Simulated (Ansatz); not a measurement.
# Os (P6_3/mmc) in Ansatz: further runs

One crystal, Os, is run at these levels: BLYP+D4, revPBE+D4; tasks: relaxation of cell and atoms.

Program: Ansatz 0.2.0. These are calculated values, not measurements. Logs are shortened: lines on timing, memory, paths and dates and some standing lists are left out, and cuts for length are marked.

### 1 The structure

The structure is hexagonal, space group P6_3/mmc (No. 194). Conventional cell: a = 2.734 Å, b = 2.734 Å, c = 4.320 Å, α = 90.00°, β = 90.00°, γ = 120.00°. Os (site symmetry -6m2) is surrounded by 12 Os at 2.68 to 2.73 Å.

### 2 Relaxation of cell and atoms, BLYP+D4

Contents of input.yaml:

```yaml
crystal:
  lattice:
    - [2.7341, 0.0, 0.0]
    - [-1.36705, 2.3678000565, 0.0]
    - [0.0, 0.0, 4.3197]
  atoms:
    - { symbol: Os, position: [0.6666666667, 0.3333333333, 0.75] }
    - { symbol: Os, position: [0.3333333333, 0.6666666667, 0.25] }
kpoints:
  mp_grid: { grid: [11, 11, 6] }
scf:
  occupations: { method: fermi_dirac, width: 0.05 }
hamiltonian:
  xc: blyp
  dispersion: d4
  pseudopotentials: { kind: all_electron, lapw: { basis_error: 0.001 } }
output:
  forces: true
  stress: true
relax:
  f_tol: 0.005
  max_steps: 60
  cell: {}
```

Potentials or basis: all-electron LAPW, scalar-relativistic.

Launch:

```console
> ansatz run input.yaml --threads 1 --pin off --max-ram 3072MiB --backend cpu --events-out ev --progress --plain --runs-dir out
```

Output:

```text
Warning: RAYON_NUM_THREADS=1 ignored (pool sized by the plan → 1); use --threads N
The last accepted step is kept in <dir> (removed where the run ends without a failure and the disk answers)
LAPW: plane waves up to 9.147 Å⁻¹, error target 1.0e-3 eV per atom; small_component_spin mean_spin; Os in spheres of 1.297 Å, 46 of its electrons in bands, Dirac shells [] (how accurate: hamiltonian.pseudopotentials.lapw.basis_error, Limitations)
Engine: ansatz 0.2.0, x86_64-unknown-linux-gnu
Pseudopotentials: kind: all_electron
Pseudopotential: Os, LAPW, valence charge 46, lapw/all_electron/scalar/gaussian/Os, Koelling and Harmon's equation, gaussian nucleus
Functional definition: BLYP
  parameter beta = 0.0042
  parameter a = 0.04918
  parameter b = 0.132
  parameter c = 0.2533
  parameter d = 0.349
  exchange = b88_x(beta = beta)
  correlation = lyp_c(a = a, b = b, c = c, d = d)
Crystal: 2 atoms, lattice volume = 27.965 Å³
Basis set: ecut = 318.7476656940939 eV, 373 PW (Γ), exchange–correlation at level 2
Bands: 56, of which v1, the nominal top of the filled ones, is band 46 counted from 1 (45 counted from 0)
Symmetry: 24 space group operations
Space group: P63/mmc (ITA 194), of the structure as read, at distance tolerance 3.0e-5 Å
k-points: 64 of 726
Non-local potential: Os, projectors of the file, none
Initial density: superposition of atomic densities (chi_scale 0.1, normalization cell)
Initial wavefunctions: plane waves of lowest kinetic energy (no species holds an atomic orbital)
Functional: x = b88, c = lyp
iter 1 solved again at ethr=8.65e-5 eV; its pass at ethr=1.00e-1 eV (dr2=7.96e-2 eV) is discarded
SCF iter   1: F=—  HF=-938904.281056 eV  |F-HF|=—  |Δ(HF+E_count)|=         —  Δρ=2.52e-2  dr2=7.98e-2  ethr=8.65e-5  ⟨swp⟩=3.0  Hψ=22216  notcnv=0
preconditioner: auto → Kerker (q_TF=auto, 3.327 Å⁻¹)  [metal: Δε(μ)=0.075 eV  Ē_g=43.971 eV  σ=0.050 eV  W_gap=0.35  n_scr=22 (ndim 8)  ℏωp=52.5 eV  f_vac=0.000  D(μ)=1.51/eV (n_scr^D=22)]
SCF iter   2: F=—  HF=-938904.123110 eV  |F-HF|=—  |Δ(HF+E_count)|=   1.58e-1  Δρ=1.17e-2  dr2=2.19e-2  ethr=8.65e-5  ⟨swp⟩=2.1  Hψ=11013  notcnv=0
SCF iter   3: F=—  HF=-938904.120197 eV  |F-HF|=—  |Δ(HF+E_count)|=   2.91e-3  Δρ=8.15e-3  dr2=1.18e-2  ethr=2.38e-5  ⟨swp⟩=2.0  Hψ=10388  notcnv=0
SCF iter   4: F=—  HF=-938904.122040 eV  |F-HF|=—  |Δ(HF+E_count)|=   1.84e-3  Δρ=4.31e-3  dr2=3.94e-3  ethr=1.28e-5  ⟨swp⟩=2.0  Hψ=10392  notcnv=0
iter 5 solved again at ethr=2.39e-7 eV; its pass at ethr=4.28e-6 eV (dr2=2.20e-4 eV) is discarded
SCF iter   5: F=—  HF=-938904.123075 eV  |F-HF|=—  |Δ(HF+E_count)|=   1.03e-3  Δρ=9.65e-4  dr2=2.20e-4  ethr=2.39e-7  ⟨swp⟩=2.0  Hψ=18105  notcnv=0
SCF iter   6: F=—  HF=-938904.123091 eV  |F-HF|=—  |Δ(HF+E_count)|=   1.61e-5  Δρ=2.24e-4  dr2=7.10e-6  ethr=2.39e-7  ⟨swp⟩=2.2  Hψ=10408  notcnv=0
SCF iter   7: F=—  HF=-938904.123096 eV  |F-HF|=—  |Δ(HF+E_count)|=   5.51e-6  Δρ=4.32e-5  dr2=3.83e-7  ethr=7.71e-9  ⟨swp⟩=3.0  Hψ=10920  notcnv=0
SCF iter   8: F=-938904.123096 eV  HF=-938904.123096 eV  |F-HF|=1.14e-8  |Δ(HF+E_count)|=   1.40e-7  Δρ=1.30e-5  dr2=4.25e-8  ethr=4.16e-10  ⟨swp⟩=3.0  Hψ=10803  notcnv=0
SCF 1 converged in 8 iterations: F = -938904.123096 eV  dr2 = 4.25e-8
[... 39 lines left out ...]
Crystal: 2 atoms, lattice volume = 28.704 Å³
Basis set: ecut = 313.25405014988786 eV, 373 PW (Γ), exchange–correlation at level 2
iter 1 solved again at ethr=3.88e-11 eV; its pass at ethr=1.00e-1 eV (dr2=3.57e-8 eV) is discarded
SCF iter   1: F=—  HF=-938904.147183 eV  |F-HF|=—  |Δ(HF+E_count)|=         —  Δρ=1.44e-5  dr2=6.13e-8  ethr=3.88e-11  ⟨swp⟩=5.0  Hψ=19339  notcnv=0
SCF iter   2: F=-938904.147183 eV  HF=-938904.147183 eV  |F-HF|=1.02e-8  |Δ(HF+E_count)|=   9.42e-8  Δρ=1.01e-5  dr2=3.08e-8  ethr=3.88e-11  ⟨swp⟩=2.0  Hψ=10389  notcnv=0
SCF 5 converged in 2 iterations: F = -938904.147183 eV  dr2 = 3.08e-8
relax step   5: F+E_penalty+E_count = -938904.14718272 eV  Δ(F+E_penalty+E_count) = -6.129e-7 eV  max|allowed force component| = 2.267e-16 eV/Å  Δτ_max = 0.0000 Å  P = -0.000 GPa  Ω = 28.704 Å³  (2 SCF iters, accepted)
iter 1 solved again at ethr=3.27e-11 eV; its pass at ethr=1.00e-1 eV (dr2=3.01e-8 eV) is discarded
SCF iter   1: F=—  HF=-938904.147183 eV  |F-HF|=—  |Δ(HF+E_count)|=         —  Δρ=1.01e-5  dr2=3.03e-8  ethr=3.27e-11  ⟨swp⟩=6.7  Hψ=27182  notcnv=0  trunc=9  reapply=71
preconditioner: auto → Kerker (q_TF=auto, 3.313 Å⁻¹)  [metal: Δε(μ)=0.081 eV  Ē_g=44.276 eV  σ=0.050 eV  W_gap=0.38  n_scr=22 (ndim 8)  ℏωp=51.9 eV  f_vac=0.000  D(μ)=1.70/eV (n_scr^D=22)]
SCF iter   2: F=-938904.147183 eV  HF=-938904.147183 eV  |F-HF|=3.38e-9  |Δ(HF+E_count)|=   8.04e-8  Δρ=7.27e-6  dr2=1.57e-8  ethr=3.27e-11  ⟨swp⟩=2.0  Hψ=10389  notcnv=0
SCF 6 converged in 2 iterations: F = -938904.147183 eV  dr2 = 1.57e-8
relax step   6: F+E_penalty+E_count = -938904.14718315 eV  Δ(F+E_penalty+E_count) = -4.359e-7 eV  max|allowed force component| = 2.174e-16 eV/Å  Δτ_max = 0.0000 Å  P = -0.000 GPa  Ω = 28.704 Å³  stress off target by 4.44e-4 GPa  SCF on the basis re-selected at this cell (its energy is not comparable with the rows above)  (2 SCF iters)
basis re-selected at this cell: Δ(F+E_penalty+E_count) = -4.359e-7 eV, ΔP = +0.000 GPa vs the last step (what re-selecting the basis moved, after the strain that the cell walked since its last selection, with what the two solves' SCF thresholds leave and, on support functions, any second-order correction that the steps lacked; it is no measure of the basis error at this ecutwfc). This SCF's stress stands 4.44e-4 GPa from its target on what of the cell is left free (relax.cell.stress_tol is 5.00e-2 GPa) and its largest allowed force component is 2.17e-16 eV/Å (relax.f_tol is 5.00e-3 eV/Å): within both
SCF converged after 2 iterations
Free energy (F): -938904.147183 eV
Harris-Foulkes:  -938904.147183 eV  (|F-HF|=3.38e-9)
Internal energy: -938904.132638 eV  (E = F + TS)
E sigma→0 (E₀):  -938904.139910 eV
Entropy (-TS):   -0.014545 eV (-7.273 meV/atom)
Fermi energy:    32.226936 eV
--- Per-component energies (eV) ---
  E_band       = -10236.475223
  E_kinetic    = 1058733.629185
  E_xc         = -18568.818565
  E_electrostatic = -1979066.336161  (all electrons and nuclei)
  E_disp       = -2.607096  (pairwise vdW)
  E_smearing   = -0.014545  (= −TS)
  E_closure    = 0.000000  (closes the sum)
  E_atoms      = -938882.929198  (free atoms, spherical and without spin; not in F)
  Σ components = -938904.147183   (vs F -938904.147183, Δ=0.00e0)
  Basis errors (estimates in eV, not in F): energy 2.3e-4 per atom: plane waves 2.1e-4 (1.1e-4 summed), levels above the bands 4.2e-140, relativity 2.4e-7, radial functions 1.5e-5, core shells 2.5e-8; eigenvalues (radial functions only) 1.2e-6; not estimated: angular momenta, meshes, grids; target (lapw.basis_error) 1.0e-3; muffin-tin radii Os 1.309 Å
--- Forces (eV/Å), atoms counted from 1 ---
  atom   1  Os     0.00000000    -0.00000000    -0.00000000
  atom   2  Os    -0.00000000     0.00000000     0.00000000
  max |Σ_I F_I| component: 5.55e-17 eV/Å
--- Stress (GPa, compression-positive) ---
       -0.000034       0.000000       0.000000
        0.000000      -0.000034      -0.000000
        0.000000      -0.000000      -0.000444
  P = ⅓ Tr σ = -0.0002 GPa (-0.002 kbar)
--- Relaxed structure (5 steps of the walk, 4 accepted, 1 SCFs on fresh bases) ---
  F+E_penalty+E_count = -938904.14718315 eV   max|allowed force component| = 2.174e-16 eV/Å   (the final SCF, on the basis selected at the relaxed cell)
  cell:  # Å, volume = 28.7037 Å³
    - [2.758643000051958, 0.0, -4.626145381681316e-34]
    - [-1.379321500025979, 2.389054918017112, 2.313072690840658e-34]
    - [-7.309008523899662e-34, 2.3846752988820884e-88, 4.355287717774369]
  atoms:
    - { symbol: Os, position: [0.6666666666666666, 0.3333333333333333, 0.7499999999999999] }
    - { symbol: Os, position: [0.3333333333333333, 0.6666666666666666, 0.24999999999999997] }
```

It took 3.6 min on 1 thread of Intel Xeon at 2.50GHz (Skylake/Cascade Lake), shared host; peak memory 0.5 GiB.

What came out:

```yaml
Free_energy: -938904.1472 eV
Relaxed_volume: 14.35 Å³/atom
Relaxed_cell: a = 2.759 Å, b = 2.759 Å, c = 4.355 Å, α = 90.00°, β = 90.00°, γ = 120.00°
Space_group_after_relaxing_to_0.05_Å: P6_3/mmc (No. 194)
Energy_gained_by_relaxing: 12.0 meV/atom
Ionic_steps: 5
Pressure_after_relaxing: 0.0 GPa
```

Step by step:
| step | energy change (eV) | largest force (eV/Å) | volume (Å³) |
| --- | --- | --- | --- |
| 1 | 0.0000 | 0.0000 | 27.96 |
| 2 | -0.0238 | 0.0000 | 28.78 |
| 3 | -0.0241 | 0.0000 | 28.71 |
| 4 | -0.0241 | 0.0000 | 28.70 |
| 5 | -0.0241 | 0.0000 | 28.70 |

Final structure:
```xyz
2
Lattice="2.7586 0.0000 0.0000 -1.3793 2.3891 0.0000 0.0000 0.0000 4.3553" Properties=species:S:1:pos:R:3 pbc="T T T"
Os    1.3793    0.7964    3.2665
Os    0.0000    1.5927    1.0888
```

### 3 Relaxation of cell and atoms, revPBE+D4

input.yaml: that of step 2 with these lines changed.

```diff
@@ -13,3 +13,3 @@
 hamiltonian:
-  xc: blyp
+  xc: revpbe
   dispersion: d4
@@ -20,3 +20,3 @@
 relax:
-  f_tol: 0.005
+  f_tol: 0.02
   max_steps: 60
```

Potentials or basis: all-electron LAPW, scalar-relativistic.

Launch:

```console
> ansatz run input.yaml --threads 1 --pin off --max-ram 3072MiB --backend cpu --events-out ev --progress --plain --runs-dir out
```

Output:

```text
Warning: RAYON_NUM_THREADS=1 ignored (pool sized by the plan → 1); use --threads N
The last accepted step is kept in <dir> (removed where the run ends without a failure and the disk answers)
LAPW: plane waves up to 9.149 Å⁻¹, error target 1.0e-3 eV per atom; small_component_spin mean_spin; Os in spheres of 1.297 Å, 46 of its electrons in bands, Dirac shells [] (how accurate: hamiltonian.pseudopotentials.lapw.basis_error, Limitations)
Engine: ansatz 0.2.0, x86_64-unknown-linux-gnu
Pseudopotentials: kind: all_electron
Pseudopotential: Os, LAPW, valence charge 46, lapw/all_electron/scalar/gaussian/Os, Koelling and Harmon's equation, gaussian nucleus
Functional definition: revPBE
  parameter kappa = 1.245
  parameter beta = 0.06672455060314922
  exchange = pbe_x(kappa = kappa, mu = beta*pi^2/3)
  correlation = pbe_c(beta = beta)
Crystal: 2 atoms, lattice volume = 27.965 Å³
Basis set: ecut = 318.896887284182 eV, 373 PW (Γ), exchange–correlation at level 2
Bands: 56, of which v1, the nominal top of the filled ones, is band 46 counted from 1 (45 counted from 0)
Symmetry: 24 space group operations
[... 62 lines left out ...]
--- Per-component energies (eV) ---
  E_band       = -10208.683049
  E_kinetic    = 1058664.417678
  E_xc         = -18537.824532
  E_electrostatic = -1978997.118721  (all electrons and nuclei)
  E_disp       = -2.095549  (pairwise vdW)
  E_smearing   = -0.013195  (= −TS)
  E_closure    = 0.000000  (closes the sum)
  E_atoms      = -938849.553853  (free atoms, spherical and without spin; not in F)
  Σ components = -938872.634319   (vs F -938872.634319, Δ=0.00e0)
  Basis errors (estimates in eV, not in F): energy 2.4e-4 per atom: plane waves 2.2e-4 (1.2e-4 summed), levels above the bands 8.8e-142, relativity 1.0e-7, radial functions 1.6e-5, core shells 3.3e-8; eigenvalues (radial functions only) 1.2e-6; not estimated: angular momenta, meshes, grids; target (lapw.basis_error) 1.0e-3; muffin-tin radii Os 1.298 Å
--- Forces (eV/Å), atoms counted from 1 ---
  atom   1  Os    -0.00000000     0.00000000    -0.00000000
  atom   2  Os     0.00000000    -0.00000000     0.00000000
  max |Σ_I F_I| component: 1.85e-17 eV/Å
--- Stress (GPa, compression-positive) ---
        0.003971       0.000000       0.000000
        0.000000       0.003971       0.000000
        0.000000       0.000000      -0.001551
  P = ⅓ Tr σ = 0.0021 GPa (0.021 kbar)
--- Relaxed structure (3 steps of the walk, 2 accepted, 1 SCFs on fresh bases) ---
  F+E_penalty+E_count = -938872.63431886 eV   max|allowed force component| = 2.128e-16 eV/Å   (the final SCF, on the basis selected at the relaxed cell)
  cell:  # Å, volume = 27.9748 Å³
    - [2.733653811219846, -4.626145381681316e-34, 0.0]
    - [-1.366826905609923, 2.3674136456685364, -1.0015898555340196e-34]
    - [0.0, -1.8272521309749156e-34, 4.322637441341409]
  atoms:
    - { symbol: Os, position: [0.6666666666666666, 0.3333333333333333, 0.7500000000000001] }
    - { symbol: Os, position: [0.3333333333333333, 0.6666666666666666, 0.25] }
```

Wall time 2.5 min (1 thread of Intel Xeon at 2.50GHz (Skylake/Cascade Lake), shared host); peak memory 0.5 GiB.

What came out:

```yaml
Free_energy: -938872.6343 eV
Relaxed_volume: 13.99 Å³/atom
Relaxed_cell: a = 2.734 Å, b = 2.734 Å, c = 4.323 Å, α = 90.00°, β = 90.00°, γ = 120.00°
Space_group_after_relaxing_to_0.05_Å: P6_3/mmc (No. 194)
Energy_gained_by_relaxing: 0.0 meV/atom
Ionic_steps: 3
Pressure_after_relaxing: 0.0 GPa
```

Final structure:
```
Os
1.0
     2.73365    0.00000    0.00000
    -1.36683    2.36741    0.00000
     0.00000    0.00000    4.32264
Os
2
Cartesian
  1.3668 0.7891 3.2420
  0.0000 1.5783 1.0807
```

Spin-orbit coupling is left out, which matters for the levels of Os.

### 4 For comparison

An earlier run on the cell as given: functional PBE; potentials or basis all-electron LAPW, scalar-relativistic; cutoff 295 eV (chosen from the basis error); basis error allowed 0.001 eV/atom; k mesh 11 × 11 × 6; occupations fermi-dirac, width 0.05 eV; no spin polarisation.

* Pressure: 8.8 GPa
* Band gap on the k mesh: none (metal or under the smearing width)

### 5 The runs side by side

| task | level | cell | cutoff (eV) | pressure (GPa) | relaxed volume (Å³/atom) |
| --- | --- | --- | --- | --- | --- |
| relaxation of cell and atoms | BLYP+D4 | relaxed | - | 0.0 | 14.35 |
| relaxation of cell and atoms | revPBE+D4 | relaxed | - | 0.0 | 13.99 |
| single point | PBE | as given | 295 | 8.8 | - |

Alike in all rows: potentials or basis all-electron LAPW, scalar-relativistic; no spin polarisation; k mesh 11 × 11 × 6; smearing fermi-dirac 0.05 eV; basis error allowed 0.001 eV/atom.

Compare energies only between runs with the same functional and basis.
